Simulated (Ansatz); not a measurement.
# CuI (Marshite): a many-body input that goes wrong, and its mend

What is wrong with this input for CuI (Marshite)?

Program: Ansatz 0.2.0. Level of theory: G0W0 on PBE, plane waves, PAW. Results are calculated unless marked as measured.

The database entry behind the starting cell differs from later determinations by our own check (about 0.15 % long (mineral sample)), so it need not match the best structure at ambient conditions.

In doubt: one-shot GW on d or f shells is unsure, so the values of those runs are not to be relied on.

### 1. The starting structure

The structure is cubic, space group F-43m (No. 216). The conventional cell has a = 6.063 Å, b = 6.063 Å, c = 6.063 Å, α = 90.00°, β = 90.00°, γ = 90.00°. Cu has 4 I at 2.63 Å nearest. Nearest to I lie 4 Cu at 2.63 Å. Farther neighbours and most contacts between anions are not listed.

The cell and positions come from the Crystallography Open Database and are kept as given unless a step says otherwise. Spin-orbit coupling is left out unless a step names it. The default PAW set here is soft_2. Its files were made with PBE.

### 2. First try

File input.yaml:

```yaml
crystal:
  lattice:
    - [0.0, 3.0315, 3.0315]
    - [3.0315, 0.0, 3.0315]
    - [3.0315, 3.0315, 0.0]
  atoms:
    - { symbol: Cu, position: [0.25, 0.25, 0.25] }
    - { symbol: I, position: [0.0, 0.0, 0.0] }
kpoints:
  mp_grid: { grid: [1, 1, 1] }
hamiltonian:
  xc: pbe
scf:
  occupations: { method: fixed }
gw:
  n_empty_bands: 90
  ecut_chi: 80
  qp_bands: [v2, c2]
  qp_kpoints: band_edges
  screening: { model: contour_deformation }
```

The run is started by

```sh
> ansatz run input.yaml --threads 3 --pin off --max-ram 92160MiB --backend cuda --events-out ev --progress --plain --runs-dir out --devices 1 --max-vram 13GiB  # rebuilt from the run's record
```

Numbers of over 12 decimals in the logs are rounded to 6 here.

The program printed:

```text
GPUs: using 1 of 1 available (devices: 1).
Engine: ansatz 0.2.0, x86_64-unknown-linux-gnu
Pseudopotentials: kind: paw
Pseudopotential: Cu, paw, valence charge 19, recommended cutoff 420 eV (normal), Cu.paw.azcp
Pseudopotential: I, paw, valence charge 17, recommended cutoff 420 eV (normal), I.paw.azcp
Functional definition: PBE
  parameter kappa = 0.804
  parameter beta = 0.066725
  exchange = pbe_x(kappa = kappa, mu = beta*pi^2/3)
  correlation = pbe_c(beta = beta)
device memory: the entry about to start is reckoned to put 0.4 GiB on a device that reports 58.7 GiB free (of which the cap on the GPU budget leaves the run 13.0 GiB)
GPU FFT provider: cuFFT
GPU libraries: cuBLAS 13.8.2, cuFFT 12.4.0, cuSOLVER 12.3.4
Crystal: 2 atoms, lattice volume = 55.719 Å³
Basis set: ecut = 420 eV, 1067 PW (Γ)
Bands: 22, of which v1, the nominal top of the filled ones, is band 18 counted from 1 (17 counted from 0)
Symmetry: 24 space group operations
Space group: F-43m (ITA 216), of the structure as read, at distance tolerance 3.8e-5 Å
k-points: 1
Non-local potential: Cu, projectors of the file, l = 0: 3, l = 1: 2, l = 2: 3, l = 3: 1
Non-local potential: I, projectors of the file, l = 0: 2, l = 1: 2, l = 2: 2, l = 3: 2
PAW form: soft (Blöchl's): semilocal exchange-correlation on the pseudo side does not see the compensation charge
PAW one-centre angular grid: Cu, 590 points (default); XC on 64 Gauss nodes
PAW one-centre angular grid: I, 590 points (default); XC on 64 Gauss nodes
Initial density: superposition of atomic densities (neutral atoms: chi_scale 0, normalization atom), corrected by the library's trained network
Initial wavefunctions: pseudopotential atomic-orbital guess
GPU buffer pool allocated for 27000 grid points (all kernels)
GPU transforms: local potential and band sums: pruned to the plane-wave sphere, on 30×30×30
Functional: x = pbe(κ = 0.804, μ = 0.219515), c = pbe(β = 0.066725)
SCF iter   1: F=—  HF=-14128.390729 eV  |F-HF|=—  |Δ(HF+E_count)|=         —  Δρ=6.05e-2  dr2=2.49e0  ethr=1.77e-3  ⟨swp⟩=5.0  Hψ=90  notcnv=0
preconditioner: auto → none  [insulator: Δε(μ)=1.133 eV  Ē_g=7.128 eV  n_scr=14 (ndim 8)  ℏωp=21.1 eV  f_vac=0.179  ε∞_Penn≈9.8]
SCF iter   2: F=—  HF=-14127.674055 eV  |F-HF|=—  |Δ(HF+E_count)|=   7.17e-1  Δρ=1.92e-2  dr2=1.91e-1  ethr=1.77e-3  ⟨swp⟩=3.0  Hψ=54  notcnv=0
SCF iter   3: F=—  HF=-14127.705007 eV  |F-HF|=—  |Δ(HF+E_count)|=   3.10e-2  Δρ=3.08e-2  dr2=3.03e-1  ethr=5.29e-4  ⟨swp⟩=3.0  Hψ=53  notcnv=0
SCF iter   4: F=—  HF=-14127.631906 eV  |F-HF|=—  |Δ(HF+E_count)|=   7.31e-2  Δρ=4.27e-3  dr2=4.38e-3  ethr=5.29e-4  ⟨swp⟩=2.0  Hψ=51  notcnv=0
SCF iter   5: F=—  HF=-14127.633804 eV  |F-HF|=—  |Δ(HF+E_count)|=   1.90e-3  Δρ=9.41e-4  dr2=1.95e-4  ethr=1.22e-5  ⟨swp⟩=3.0  Hψ=43  notcnv=0
SCF iter   6: F=—  HF=-14127.633881 eV  |F-HF|=—  |Δ(HF+E_count)|=   7.71e-5  Δρ=1.82e-4  dr2=9.03e-6  ethr=5.42e-7  ⟨swp⟩=2.0  Hψ=35  notcnv=0
SCF iter   7: F=—  HF=-14127.633887 eV  |F-HF|=—  |Δ(HF+E_count)|=   5.80e-6  Δρ=2.18e-5  dr2=1.22e-7  ethr=2.51e-8  ⟨swp⟩=2.0  Hψ=31  notcnv=0
SCF iter   8: F=-14127.633887 eV  HF=-14127.633887 eV  |F-HF|=3.92e-9  |Δ(HF+E_count)|=   1.17e-7  Δρ=4.15e-6  dr2=5.98e-9  ethr=2.78e-10  ⟨swp⟩=5.0  Hψ=81  notcnv=0
SCF 1 converged in 8 iterations: F = -14127.633887 eV  dr2 = 5.98e-9
[...]
device memory: the entry about to start is reckoned to put 0.6 GiB on a device that reports 58.4 GiB free (of which the cap on the GPU budget leaves the run 13.0 GiB)
NSCF: frozen V_eff on 1 k-points
[...]
device memory: the entry about to start is reckoned to put 0.8 GiB on a device that reports 58.4 GiB free (of which the cap on the GPU budget leaves the run 13.0 GiB)
NSCF: frozen V_eff on 1 k-points
G₀W₀ screening: q 1/1
G₀W₀ self-energy: k 1/1
device memory: the entry about to start is reckoned to put 0.3 GiB on a device that reports 58.3 GiB free (of which the cap on the GPU budget leaves the run 13.0 GiB)
NSCF: frozen V_eff on 1 k-points
device memory: the entry about to start is reckoned to put 0.3 GiB on a device that reports 58.3 GiB free (of which the cap on the GPU budget leaves the run 13.0 GiB)
NSCF: frozen V_eff on 1 k-points
device memory: the entry about to start is reckoned to put 0.3 GiB on a device that reports 58.3 GiB free (of which the cap on the GPU budget leaves the run 13.0 GiB)
NSCF: frozen V_eff on 1 k-points
device memory: the entry about to start is reckoned to put 0.3 GiB on a device that reports 58.3 GiB free (of which the cap on the GPU budget leaves the run 13.0 GiB)
NSCF: frozen V_eff on 1 k-points
SCF converged after 8 iterations
Free energy (F): -14127.633887 eV
Harris-Foulkes:  -14127.633887 eV  (|F-HF|=3.92e-9)
Internal energy: -14127.633887 eV  (E = F + TS)
E sigma→0 (E₀):  -14127.633887 eV
Fermi energy:    9.152982 eV
--- Per-component energies (eV) ---
  E_band       = -805.963813
  E_kinetic    = 507.182899
  E_local      = -7705.911412  (includes V_loc(G=0)·N_el)
  E_nonlocal   = 344.639115
  E_hartree    = 3616.094344
  E_xc         = -214.293468
  E_vxc        = -240.098889  (∫ρ·V_xc dr)
  E_paw        = -6521.214214  (= ΣΔE_a)
  E_vpaw       = -943.958284  (= ΣTr[D̂ρ^β])
  E_aug_tail   = 0.000302  (compensation charges beyond the density's cutoff)
  E_ewald      = -4154.131452
  E_smearing   = -0.000000  (= −TS)
  E_closure    = 0.000000  (closes the sum)
  Σ components = -14127.633887   (vs F -14127.633887, Δ=0.00e0)
--- Band table (eV) ---
  k-point 0: bands = [... 14 lower, 6.8051, 9.1530, 9.1530, 9.1530, 9.9122, 13.4959, 13.4959, 13.4959]
--- G₀W₀: contour deformation, 7 samples at zero and on the imaginary axis and 1 off it, 1 q-point, 90 empty bands' worth ---
  eigenvalues of the whole cell's RPA ε∞ on this k-mesh (on a slab, of 1 + 4πα/V) = 447.6774, 447.6774, 447.6774; static W/v taken at q = 0 is 0.002234
  bands read: the sum over 108 bands ends inside a degenerate multiplet in 1 slot, whose members it reads at an even weight; the widest, k=0: bands 107 to 109 (counted from 1) at 2/3 each
  gw.qp_kpoints: band_edges: 1 of 1 stored k-point solved, in 1 pass; an edge of the gap read off the rows below is read off those points alone
    ik  band        ε_KS         Σx   Σc(E_QP)       V_xc       Z   E_QP_lin       E_QP  E_QP is
     0    17      9.1530   -35.3334     7.2500   -27.5909  0.7550     8.6576     8.6605  root
     0    18      9.1530   -35.3334     7.2500   -27.5909  0.7550     8.6576     8.6605  root
     0    19      9.9122    -6.5412    -6.2718   -12.3541  0.7825     9.4529     9.4533  root
     0    20     13.4959    -4.9028    -6.4511   -10.6441  0.7732    12.7942    12.7862  root
```

Wall time 3.7 s (1 × NVIDIA H100 80GB HBM3 (shared by 6 runs) with 3 threads of AMD EPYC 7R13 (Zen 3), shared host); peak memory 1 GiB.

In the SCF lines HF is the Harris–Foulkes energy and dr2 the Hartree energy of the density residual, in eV; the loop may stop once dr2 is under the threshold and the program's other checks hold. Hψ counts applications of the Hamiltonian.

**Diagnosis.**

The run ended normally, though the input holds a fault or crude settings.

The fault: G0W0 on a mesh far too coarse. So few points can't sample the density or the screening, and the band edges may lie elsewhere in the zone.

It printed a gap of 0.79 eV, which is an artefact of the settings.

### 3. A better input

Now the one-shot GW correction: screening in the RPA, then the self-energy of the levels asked for.

input.yaml, the sections that differ from step 2:

```yaml
kpoints:
  mp_grid: { grid: [4, 4, 4] }
gw:
  n_empty_bands: 166
  ecut_chi: 120
  qp_bands: [v2, c2]
  qp_kpoints: band_edges
  screening: { model: contour_deformation }
# crystal, hamiltonian, scf: as in step 2
```

The program printed:

```text
GPUs: using 1 of 1 available (devices: 1).
[...]
GPU FFT provider: cuFFT
GPU libraries: cuBLAS 13.8.2, cuFFT 12.4.0, cuSOLVER 12.3.4
Crystal: 2 atoms, lattice volume = 55.719 Å³
Basis set: ecut = 420 eV, 1067 PW (Γ)
Bands: 22, of which v1, the nominal top of the filled ones, is band 18 counted from 1 (17 counted from 0)
Symmetry: 24 space group operations
[...]
k-points: 8 of 64 (time reversal used)
[...]
GPU buffer pool allocated for 27000 grid points (all kernels)
[...]
SCF iter   1: F=—  HF=-14138.331842 eV  |F-HF|=—  |Δ(HF+E_count)|=         —  Δρ=1.70e-3  dr2=9.33e-4  ethr=1.77e-3  ⟨swp⟩=5.0  Hψ=719  notcnv=0  defer=11
[...]
SCF iter   6: F=-14138.331692 eV  HF=-14138.331692 eV  |F-HF|=3.43e-8  |Δ(HF+E_count)|=   6.14e-7  Δρ=3.63e-6  dr2=6.50e-9  ethr=2.78e-10  ⟨swp⟩=6.1  Hψ=630  notcnv=0
SCF 1 converged in 6 iterations: F = -14138.331692 eV  dr2 = 6.50e-9
[...]
0    17      8.1682   -35.9175     5.5276   -29.8332  0.7020     7.5953     7.6115  root
     0    18      8.1682   -35.9175     5.5276   -29.8332  0.7020     7.5953     7.6115  root
     0    19      9.2866    -8.0614    -4.1682   -12.5033  0.7730     9.5630     9.5602  root
     0    20     13.0372    -6.6460    -4.2780   -11.1429  0.7534    13.2581    13.2560  root
     1    17      7.7964   -36.2722     5.8925   -29.7974  0.6942     7.1956     7.2142  root
     1    18      7.7964   -36.2722     5.8925   -29.7974  0.6942     7.1956     7.2142  root
     1    19     10.4191    -8.1077    -4.2092   -12.6165  0.7667    10.7223    10.7187  root
     1    20     13.5934    -7.1787    -4.3529   -11.7666  0.7455    13.8307    13.8283  root
[...]
6    17      6.6693   -41.6485     8.0987   -32.9531  0.6500     6.0498     6.0726  root
     6    18      6.6693   -41.6485     8.0987   -32.9531  0.6500     6.0498     6.0726  root
     6    19     10.8735    -9.4132    -3.1485   -12.6009  0.7687    10.9127    10.9126  root
     6    20     11.0618   -10.8944    -3.4688   -14.6263  0.7589    11.3274    11.3248  root
[key lines of the parts left out:]
SCF converged after 6 iterations
Free energy (F): -14138.331692 eV
Fermi energy:    8.168152 eV
```

The job ended after 6.3 s (1 × NVIDIA H100 80GB HBM3 (shared by 6 runs) with 3 threads; peak memory 1.1 GiB; 8 s of CPU time).

Numbers from this step:

- bands summed: 184
- RPA ε∞ on this mesh (eigenvalues): 9.418, 9.418, 9.418
- plane waves in the screening matrix: 169
- q-points in the mesh: 64
- G0W0 gap on the mesh: 1.949 eV
- k of the valence top: 0, 0, 0
- k of the conduction bottom: 0, 0, 0
- starting gap on the mesh: 1.118 eV
- Z at the valence top: 0.7020
- Z at the conduction bottom: 0.7730
- least direct G0W0 gap on the computed points: 1.949 eV

The gap on the mesh goes from 1.12 eV to 1.95 eV, a correction of +0.83 eV. Between the two edge states, bare exchange in place of the xc potential would open the gap by 10.53 eV, and correlation takes back 9.70 eV.

### 4. Results

| Item | Value |
| --- | --- |
| first try | converged after 3.7 s |
| better run | G0W0 gap on the mesh 1.95 eV (4×4×4 mesh, 166 empty bands, screening to 120 eV) |

The second run differs in: mesh, empty bands and screening cutoff (eV). Bands and cutoff are finite, so the gap is not at the basis limit. The miss can reach some tenths of an eV and take either sign; the mesh is an error of its own. A d shell, filled or nearly so, lies near the gap. One-shot GW converges very slowly in bands there, not always from below, and on a semilocal start the gap tends to come out low; starts rich in exact exchange can overshoot instead. The many-body steps are scalar-relativistic: spin-orbit coupling is not in them.

[Paths, hosts, dates, memory and timing lines, banners, echoed tables and standing remarks are left out of the program output.]

[Logs are printed without paths, hosts, clocks, repeated set-up lines and the standing remarks that a program may print on its own settings, such as how far it seeks lower states.]

[Runs of the session that timed out or met a known fault of the program may be left out.]

[Cells called generated may have been cut or substituted from an entry of the Crystallography Open Database or the Materials Project.]

[Hosts, paths, dates, database ids (printed as entryN), source tags and the programs' standing remarks are cut or masked in the printed files.]
